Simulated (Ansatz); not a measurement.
**Selenium, fcc under r²SCAN: from relaxation to bulk modulus**

The plan for selenium in the fcc structure: relax it, solve it on a dense k-mesh, switch on spin-orbit coupling, then scale the cell to 7 volumes from 88 to 112 % of the relaxed one and try a fit of the equation of state. The k-meshes are 12×12×12 for the relaxation; 20×20×20 for the dense run; 12×12×12 for spin-orbit coupling; 14×14×14 for the volumes.

Computed with Ansatz 0.2.0 (DFT r2SCAN, plane waves (500 eV) with PAW, scalar-relativistic; the PAW data stem from PBE, with regenerated cores, unless a step says otherwise).

**1. The starting structure**

The structure is cubic, space group Fm-3m (No. 225). Conventional cell: a = 4.435 Å, b = 4.435 Å, c = 4.435 Å, α = 90.00°, β = 90.00°, γ = 90.00°. Se (site symmetry m-3m) has 12 Se at 3.14 Å as nearest neighbours.

Structure file:

```
Se
1.0
     0.00000    2.21751    2.21751
     2.21751    0.00000    2.21751
     2.21751    2.21751    0.00000
Se
1
Cartesian
  0.0000 0.0000 0.0000
```

**2. Relaxing cell and atoms**

The input, input.yaml:

```yaml
crystal:
  lattice:
    - [0.0, 2.2175113317, 2.2175113317]
    - [2.2175113317, 0.0, 2.2175113317]
    - [2.2175113317, 2.2175113317, 0.0]
  atoms:
    - { symbol: Se, position: [0.0, 0.0, 0.0] }
hamiltonian:
  xc: r2scan
  pseudopotentials:
    kind: paw
    azcp:
      Se: "pseudopotentials/Se.paw.azcp"
basis:
  ecutwfc: 500
  fft_grid_basis: typed
kpoints:
  mp_grid: { grid: [12, 12, 12], shift: [0, 0, 0] }
magnetization:
  spin_polarized: false
scf:
  occupations: { method: fermi_dirac, width: 0.1 }
relax:
  max_steps: 60
  f_tol: 0.01
  cell: {}
```

On the command line:

```sh
$ ansatz run input.yaml --threads 1 --pin off --max-ram 3584MiB --backend cpu --events-out ev --progress --plain --runs-dir out
```

The runs that follow: Dense single point; A two-component run at the same geometry; Volume × 0.88; Volume × 0.92; Volume × 0.96; Volume × 1.0; Volume × 1.04; Volume × 1.08; Volume × 1.12.

Before running it: what results should come out? Wanted: space group; conventional cell; volume; shortest distance; gap on the mesh; relative to trigonal; V₀, B₀, B₀′.

As calculated:

| quantity | value |
| --- | --- |
| space group (spins left aside) | Fm-3m (No. 225) |
| conventional cell | a = 4.340 Å |
| volume | 20.444 Å³/atom |
| shortest distance | 3.069 Å |
| gap on the mesh | none (levels filled in part) |
| relative to trigonal (grey) selenium | +903 meV/atom |
| V₀, B₀, B₀′ | 20.364 Å³/atom, 70 GPa, 4.4 |

In words: The relaxation shrank the cell by 6.3 % in volume. Against the reference form of selenium (trigonal (grey) selenium, computed apart with the same settings) it stands 903 meV/atom higher, so it is far from stable. Levels at the Fermi energy are filled in part, as in a metal. Totals with and without spin-orbit coupling (+3.3 eV/atom apart) can't be read as binding, since the two-component data shift the zero of energy. The fitted modulus is 70 GPa. Relaxation kept the symmetry; phonons were not checked.
